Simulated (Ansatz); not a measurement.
# Pd (Fm-3m) in Ansatz: a series of runs

Runs on Pd. Level: PBE. Tasks: single point.

All numbers are computed with Ansatz 0.2.0; they aren't measurements. Logs are shortened: lines on timing, memory, paths and dates and some standing lists are left out, and cuts for length are marked.

### Step 1. Starting point

Symmetry: Fm-3m, No. 225, cubic system. The conventional cell has a = 3.893 Å, b = 3.893 Å, c = 3.893 Å, α = 90.00°, β = 90.00°, γ = 90.00°. Pd (site symmetry m-3m) has 12 Pd at 2.75 Å as nearest neighbours.

### Step 2. Single point, PBE

input.yaml reads:

```yaml
crystal:
  lattice:
    - [0.0, 1.9465, 1.9465]
    - [1.9465, 0.0, 1.9465]
    - [1.9465, 1.9465, 0.0]
  atoms:
    - { symbol: Pd, position: [0.0, 0.0, 0.0] }
kpoints:
  mp_grid: { grid: [12, 12, 12] }
scf:
  occupations: { method: gaussian, width: 0.026 }
hamiltonian:
  xc: pbe
  pseudopotentials: { kind: all_electron, lapw: { basis_error: 0.001 } }
output:
  forces: true
  stress: true
  eigenvalues: true
```

Potentials or basis: all-electron LAPW, scalar-relativistic.

On the command line:

```console
$ ansatz run input.yaml --threads 1 --pin off --max-ram 3072MiB --backend cpu --events-out ev --progress --plain --runs-dir out
```

Log:

```text
Warning: RAYON_NUM_THREADS=1 ignored (pool sized by the plan → 1); use --threads N
LAPW: plane waves up to 8.362 Å⁻¹, error target 1.0e-3 eV per atom; small_component_spin mean_spin; Pd in spheres of 1.376 Å, 28 of its electrons in bands, Dirac shells [] (how accurate: hamiltonian.pseudopotentials.lapw.basis_error, Limitations)
Engine: ansatz 0.2.0, aarch64-unknown-linux-gnu
Pseudopotentials: kind: all_electron
Pseudopotential: Pd, LAPW, valence charge 28, lapw/all_electron/scalar/gaussian/Pd, Koelling and Harmon's equation, gaussian nucleus
Functional definition: PBE
  parameter kappa = 0.804
  parameter beta = 0.06672455060314922
  exchange = pbe_x(kappa = kappa, mu = beta*pi^2/3)
  correlation = pbe_c(beta = beta)
Crystal: 1 atoms, lattice volume = 14.750 Å³
Basis set: ecut = 266.4040498063722 eV, 137 PW (Γ), exchange–correlation at level 2
Bands: 18, of which v1, the nominal top of the filled ones, is band 14 counted from 1 (13 counted from 0)
Symmetry: 48 space group operations
Space group: Fm-3m (ITA 225), of the structure as read, at distance tolerance 2.5e-5 Å
k-points: 72 of 1728
Non-local potential: Pd, projectors of the file, none
Initial density: superposition of atomic densities (chi_scale 0.1, normalization cell)
Initial wavefunctions: plane waves of lowest kinetic energy (no species holds an atomic orbital)
Functional: x = pbe(κ = 0.804, μ = 0.2195149727645171), c = pbe(β = 0.06672455060314922)
iter 1 solved again at ethr=7.20e-4 eV; its pass at ethr=1.00e-1 eV (dr2=2.02e-1 eV) is discarded
SCF iter   1: F=—  HF=-137307.575375 eV  |F-HF|=—  |Δ(HF+E_count)|=         —  Δρ=4.94e-2  dr2=2.02e-1  ethr=7.20e-4  ⟨swp⟩=2.7  Hψ=8280  notcnv=0
preconditioner: auto → none  [metal: Δε(μ)=0.010 eV  Ē_g=13.580 eV  σ=0.026 eV  W_gap=0.21  n_scr=8 (ndim 8)  ℏωp=30.6 eV  f_vac=0.005  D(μ)=5.08/eV (n_scr^D=112)  sad-step TF]
iter 2 solved again at ethr=1.79e-5 eV; its pass at ethr=7.20e-4 eV (dr2=5.01e-3 eV) is discarded
SCF iter   2: F=—  HF=-137306.830332 eV  |F-HF|=—  |Δ(HF+E_count)|=   7.45e-1  Δρ=5.77e-3  dr2=5.01e-3  ethr=1.79e-5  ⟨swp⟩=2.0  Hψ=6521  notcnv=0
SCF iter   3: F=—  HF=-137306.676160 eV  |F-HF|=—  |Δ(HF+E_count)|=   1.54e-1  Δρ=1.01e-2  dr2=1.06e-2  ethr=1.79e-5  ⟨swp⟩=3.0  Hψ=4228  notcnv=0
SCF iter   4: F=—  HF=-137306.669704 eV  |F-HF|=—  |Δ(HF+E_count)|=         —  Δρ=8.65e-4  dr2=9.12e-5  ethr=1.79e-5  ⟨swp⟩=2.0  Hψ=3908  notcnv=0
the basis was enlarged: its passes take 261.1 KiB over the memory plan, 1 of 1 planned eigensolver slots
SCF iter   5: F=—  HF=-137306.669474 eV  |F-HF|=—  |Δ(HF+E_count)|=   2.30e-4  Δρ=3.24e-4  dr2=9.94e-6  ethr=3.26e-7  ⟨swp⟩=3.0  Hψ=3754  notcnv=0
SCF iter   6: F=—  HF=-137306.669470 eV  |F-HF|=—  |Δ(HF+E_count)|=   3.20e-6  Δρ=2.31e-5  dr2=5.46e-8  ethr=3.55e-8  ⟨swp⟩=2.0  Hψ=3651  notcnv=0
SCF iter   7: F=-137306.669470 eV  HF=-137306.669470 eV  |F-HF|=4.40e-8  |Δ(HF+E_count)|=   5.05e-7  Δρ=3.40e-6  dr2=1.22e-9  ethr=1.95e-10  ⟨swp⟩=3.0  Hψ=3838  notcnv=0
SCF 1 converged in 7 iterations: F = -137306.669470 eV  dr2 = 1.22e-9
SCF converged after 7 iterations
Free energy (F): -137306.669470 eV
Harris-Foulkes:  -137306.669470 eV  (|F-HF|=4.40e-8)
Internal energy: -137306.667530 eV  (E = F + TS)
E sigma→0 (E₀):  -137306.668500 eV
Entropy (-TS):   -0.001940 eV (-1.940 meV/atom)
Fermi energy:    21.466501 eV
--- Per-component energies (eV) ---
  E_band       = -3134.665562
  E_kinetic    = 143298.145233
  E_xc         = -3922.893249
  E_electrostatic = -276681.919514  (all electrons and nuclei)
  E_smearing   = -0.001940  (= −TS)
  E_closure    = 0.000000  (closes the sum)
  E_atoms      = -137302.962084  (free atoms, spherical and without spin; not in F)
  Σ components = -137306.669470   (vs F -137306.669470, Δ=0.00e0)
  Basis errors (estimates in eV, not in F): energy 2.1e-4 per atom: plane waves 1.7e-4 (1.2e-4 summed), levels above the bands 0.0e0, relativity 6.2e-8, radial functions 3.8e-5, core shells 5.4e-8; eigenvalues (radial functions only) 4.4e-6; not estimated: angular momenta, meshes, grids; target (lapw.basis_error) 1.0e-3; muffin-tin radii Pd 1.376 Å
--- Forces (eV/Å), atoms counted from 1 ---
  atom   1  Pd     0.00000000    -0.00000000    -0.00000000
  max |Σ_I F_I| component: 2.55e-31 eV/Å
--- Stress (GPa, compression-positive) ---
        6.785845       0.000000       0.000000
        0.000000       6.785845       0.000000
        0.000000       0.000000       6.785845
  P = ⅓ Tr σ = 6.7858 GPa (67.858 kbar)
--- Band table (eV; the first three rows and the last of 72) ---
  k-point 0: bands = ["-302.8461", "-302.8461", "-302.8461", "-302.8235", "-302.8235", "-62.6406", "-28.1405", "-28.1405", "-28.1405", "14.3478", "18.6493", "18.6493", "18.6493", "20.2637", "20.2637", "38.5100", "43.2267", "43.2267"]
  k-point 1: bands = ["-302.8461", "-302.8461", "-302.8461", "-302.8235", "-302.8235", "-62.6369", "-28.1686", "-28.1445", "-28.1445", "14.5984", "18.5633", "18.7343", "18.7343", "20.2247", "20.2247", "38.7628", "41.8068", "43.5174"]
  k-point 2: bands = ["-302.8461", "-302.8461", "-302.8461", "-302.8235", "-302.8235", "-62.6270", "-28.2450", "-28.1554", "-28.1554", "15.2763", "18.4150", "18.9063", "18.9063", "20.1989", "20.1989", "38.6520", "39.8349", "44.2839"]
  k-point 71: bands = ["-302.8461", "-302.8461", "-302.8461", "-302.8235", "-302.8235", "-62.5679", "-28.4131", "-28.4131", "-28.2978", "17.1616", "18.1055", "18.1055", "20.1672", "21.7849", "30.4010", "30.4010", "31.8842", "33.0950"]
```

It took 6.4 s on 1 thread of Arm Neoverse V1, shared host; peak memory 0.27 GiB.

What came out:

| Quantity | Value |
| --- | --- |
| Free energy | -137306.6695 eV |
| Pressure | 6.8 GPa |
| Band gap on the k mesh | none (metal or under the smearing width) |

### Step 3. Single point, PBE

input.yaml: that of step 2 with these lines changed.

```diff
@@ -10,3 +10,3 @@
 scf:
-  occupations: { method: gaussian, width: 0.026 }
+  occupations: { method: gaussian, width: 0.02 }
 hamiltonian:
```

Potentials or basis: all-electron LAPW, scalar-relativistic.

On the command line:

```console
$ ansatz run input.yaml --threads 1 --pin off --max-ram 3072MiB --backend cpu --events-out ev --progress --plain --runs-dir out
```

It took 6.4 s on 1 thread of Arm Neoverse V1, shared host; peak memory 0.27 GiB.

Results (log left out):

```
Free energy            : -137306.6690 eV
Pressure               : 6.8 GPa
Band gap on the k mesh : none (metal or under the smearing width)
```

Levels at points of the mesh, in eV from the Fermi level:
```tsv
k point	band 10	band 11	band 12	band 13	band 14	band 15	band 16	band 17	band 18
(0.00, 0.00, 0.00)	-7.12	-2.82	-2.82	-2.82	-1.20	-1.20	17.04	21.76	21.76
(0.00, 0.00, -0.50)	-5.28	-2.86	-2.86	0.00	0.00	1.04	7.35	16.44	20.97
(0.00, -0.50, -0.50)	-5.37	-5.09	-0.03	0.32	0.32	3.37	10.79	13.21	13.21
```

### Step 4. Single point, PBE

input.yaml: that of step 3 with these lines changed.

```diff
@@ -10,3 +10,3 @@
 scf:
-  occupations: { method: gaussian, width: 0.02 }
+  occupations: { method: gaussian, width: 0.028 }
 hamiltonian:
```

Potentials or basis: all-electron LAPW, scalar-relativistic.

On the command line:

```console
$ ansatz run input.yaml --threads 1 --pin off --max-ram 3072MiB --backend cpu --events-out ev --progress --plain --runs-dir out
```

Log:

```text
Warning: RAYON_NUM_THREADS=1 ignored (pool sized by the plan → 1); use --threads N
LAPW: plane waves up to 8.362 Å⁻¹, error target 1.0e-3 eV per atom; small_component_spin mean_spin; Pd in spheres of 1.376 Å, 28 of its electrons in bands, Dirac shells [] (how accurate: hamiltonian.pseudopotentials.lapw.basis_error, Limitations)
Engine: ansatz 0.2.0, aarch64-unknown-linux-gnu
Pseudopotentials: kind: all_electron
Pseudopotential: Pd, LAPW, valence charge 28, lapw/all_electron/scalar/gaussian/Pd, Koelling and Harmon's equation, gaussian nucleus
Functional definition: PBE
  parameter kappa = 0.804
  parameter beta = 0.06672455060314922
  exchange = pbe_x(kappa = kappa, mu = beta*pi^2/3)
  correlation = pbe_c(beta = beta)
Crystal: 1 atoms, lattice volume = 14.750 Å³
Basis set: ecut = 266.4040498063722 eV, 137 PW (Γ), exchange–correlation at level 2
Bands: 18, of which v1, the nominal top of the filled ones, is band 14 counted from 1 (13 counted from 0)
Symmetry: 48 space group operations
Space group: Fm-3m (ITA 225), of the structure as read, at distance tolerance 2.5e-5 Å
k-points: 72 of 1728
Non-local potential: Pd, projectors of the file, none
Initial density: superposition of atomic densities (chi_scale 0.1, normalization cell)
Initial wavefunctions: plane waves of lowest kinetic energy (no species holds an atomic orbital)
Functional: x = pbe(κ = 0.804, μ = 0.2195149727645171), c = pbe(β = 0.06672455060314922)
iter 1 solved again at ethr=7.20e-4 eV; its pass at ethr=1.00e-1 eV (dr2=2.02e-1 eV) is discarded
SCF iter   1: F=—  HF=-137307.575508 eV  |F-HF|=—  |Δ(HF+E_count)|=         —  Δρ=4.94e-2  dr2=2.02e-1  ethr=7.20e-4  ⟨swp⟩=2.7  Hψ=8280  notcnv=0
preconditioner: auto → none  [metal: Δε(μ)=0.010 eV  Ē_g=13.580 eV  σ=0.028 eV  W_gap=0.20  n_scr=8 (ndim 8)  ℏωp=30.6 eV  f_vac=0.005  D(μ)=4.81/eV (n_scr^D=112)  sad-step TF]
iter 2 solved again at ethr=1.79e-5 eV; its pass at ethr=7.20e-4 eV (dr2=5.01e-3 eV) is discarded
SCF iter   2: F=—  HF=-137306.830480 eV  |F-HF|=—  |Δ(HF+E_count)|=   7.45e-1  Δρ=5.77e-3  dr2=5.01e-3  ethr=1.79e-5  ⟨swp⟩=2.0  Hψ=6509  notcnv=0
SCF iter   3: F=—  HF=-137306.676306 eV  |F-HF|=—  |Δ(HF+E_count)|=   1.54e-1  Δρ=1.01e-2  dr2=1.06e-2  ethr=1.79e-5  ⟨swp⟩=3.0  Hψ=4216  notcnv=0
SCF iter   4: F=—  HF=-137306.669852 eV  |F-HF|=—  |Δ(HF+E_count)|=         —  Δρ=8.67e-4  dr2=9.15e-5  ethr=1.79e-5  ⟨swp⟩=2.0  Hψ=3902  notcnv=0
the basis was enlarged: its passes take 261.1 KiB over the memory plan, 1 of 1 planned eigensolver slots
SCF iter   5: F=—  HF=-137306.669624 eV  |F-HF|=—  |Δ(HF+E_count)|=   2.27e-4  Δρ=3.27e-4  dr2=1.01e-5  ethr=3.27e-7  ⟨swp⟩=3.0  Hψ=3753  notcnv=0
SCF iter   6: F=—  HF=-137306.669621 eV  |F-HF|=—  |Δ(HF+E_count)|=   3.54e-6  Δρ=2.36e-5  dr2=5.67e-8  ethr=3.61e-8  ⟨swp⟩=2.0  Hψ=3651  notcnv=0
SCF iter   7: F=-137306.669620 eV  HF=-137306.669620 eV  |F-HF|=4.92e-8  |Δ(HF+E_count)|=   5.23e-7  Δρ=3.59e-6  dr2=1.35e-9  ethr=2.03e-10  ⟨swp⟩=3.0  Hψ=3834  notcnv=0
SCF 1 converged in 7 iterations: F = -137306.669620 eV  dr2 = 1.35e-9
SCF converged after 7 iterations
Free energy (F): -137306.669620 eV
Harris-Foulkes:  -137306.669620 eV  (|F-HF|=4.92e-8)
Internal energy: -137306.667498 eV  (E = F + TS)
E sigma→0 (E₀):  -137306.668559 eV
Entropy (-TS):   -0.002122 eV (-2.122 meV/atom)
Fermi energy:    21.466125 eV
--- Per-component energies (eV) ---
  E_band       = -3134.672727
  E_kinetic    = 143298.145659
  E_xc         = -3922.892774
  E_electrostatic = -276681.920383  (all electrons and nuclei)
  E_smearing   = -0.002122  (= −TS)
  E_closure    = 0.000000  (closes the sum)
  E_atoms      = -137302.962084  (free atoms, spherical and without spin; not in F)
  Σ components = -137306.669620   (vs F -137306.669620, Δ=0.00e0)
  Basis errors (estimates in eV, not in F): energy 2.1e-4 per atom: plane waves 1.7e-4 (1.2e-4 summed), levels above the bands 0.0e0, relativity 6.3e-8, radial functions 3.8e-5, core shells 5.4e-8; eigenvalues (radial functions only) 4.4e-6; not estimated: angular momenta, meshes, grids; target (lapw.basis_error) 1.0e-3; muffin-tin radii Pd 1.376 Å
--- Forces (eV/Å), atoms counted from 1 ---
  atom   1  Pd     0.00000000     0.00000000    -0.00000000
  max |Σ_I F_I| component: 2.79e-31 eV/Å
--- Stress (GPa, compression-positive) ---
        6.782812       0.000000       0.000000
        0.000000       6.782812      -0.000000
        0.000000      -0.000000       6.782812
  P = ⅓ Tr σ = 6.7828 GPa (67.828 kbar)
--- Band table (eV; the first three rows and the last of 72) ---
  k-point 0: bands = ["-302.8464", "-302.8464", "-302.8464", "-302.8238", "-302.8238", "-62.6409", "-28.1408", "-28.1408", "-28.1408", "14.3478", "18.6492", "18.6492", "18.6492", "20.2635", "20.2635", "38.5100", "43.2267", "43.2267"]
  k-point 1: bands = ["-302.8464", "-302.8464", "-302.8464", "-302.8238", "-302.8238", "-62.6372", "-28.1689", "-28.1448", "-28.1448", "14.5984", "18.5631", "18.7341", "18.7341", "20.2245", "20.2245", "38.7628", "41.8067", "43.5173"]
  k-point 2: bands = ["-302.8464", "-302.8464", "-302.8464", "-302.8238", "-302.8238", "-62.6272", "-28.2453", "-28.1557", "-28.1557", "15.2763", "18.4148", "18.9061", "18.9061", "20.1986", "20.1986", "38.6520", "39.8349", "44.2838"]
  k-point 71: bands = ["-302.8464", "-302.8464", "-302.8464", "-302.8238", "-302.8238", "-62.5682", "-28.4134", "-28.4134", "-28.2981", "17.1614", "18.1054", "18.1054", "20.1670", "21.7847", "30.4009", "30.4009", "31.8841", "33.0948"]
```

It took 6.4 s on 1 thread of Arm Neoverse V1, shared host; peak memory 0.27 GiB.

Results:

* Free energy: -137306.6696 eV
* Pressure: 6.8 GPa
* Band gap on the k mesh: none (metal or under the smearing width)

### Step 5. Single point, PBE

input.yaml: that of step 4 with these lines changed.

```diff
@@ -10,3 +10,3 @@
 scf:
-  occupations: { method: gaussian, width: 0.028 }
+  occupations: { method: gaussian, width: 0.012 }
 hamiltonian:
```

On the command line:

```console
$ ansatz run input.yaml --threads 1 --pin off --max-ram 3072MiB --backend cpu --events-out ev --progress --plain --runs-dir out
```

Wall time 6.5 s (1 thread of Arm Neoverse V1, shared host); peak memory 0.27 GiB.

The run converged. Its results:

```yaml
Free_energy: -137306.6685 eV
Pressure: 6.8 GPa
Band_gap_on_the_k_mesh: none (metal or under the smearing width)
```

Levels at points of the mesh, in eV from the Fermi level:
| k point | band 10 | band 11 | band 12 | band 13 | band 14 | band 15 | band 16 | band 17 | band 18 |
| --- | --- | --- | --- | --- | --- | --- | --- | --- | --- |
| (0.00, 0.00, 0.00) | -7.12 | -2.82 | -2.82 | -2.82 | -1.20 | -1.20 | 17.04 | 21.76 | 21.76 |
| (0.00, 0.00, -0.50) | -5.28 | -2.87 | -2.87 | 0.00 | 0.00 | 1.04 | 7.34 | 16.44 | 20.96 |
| (0.00, -0.50, -0.50) | -5.37 | -5.09 | -0.03 | 0.32 | 0.32 | 3.37 | 10.79 | 13.21 | 13.21 |

### Step 6. Summary

```csv
smearing,gap on the mesh (eV),pressure (GPa)
gaussian 0.026 eV,none,6.8
gaussian 0.02 eV,none,6.8
gaussian 0.028 eV,none,6.8
gaussian 0.012 eV,none,6.8
```

Alike in all rows: task single point; level PBE; potentials or basis all-electron LAPW, scalar-relativistic; no spin polarisation; cell as given; k mesh 12 × 12 × 12; cutoff (eV) 266; basis error allowed 0.001 eV/atom.

Every run on the cell as given and a fine mesh finds a metal.

Compare energies only between runs with the same functional and basis.
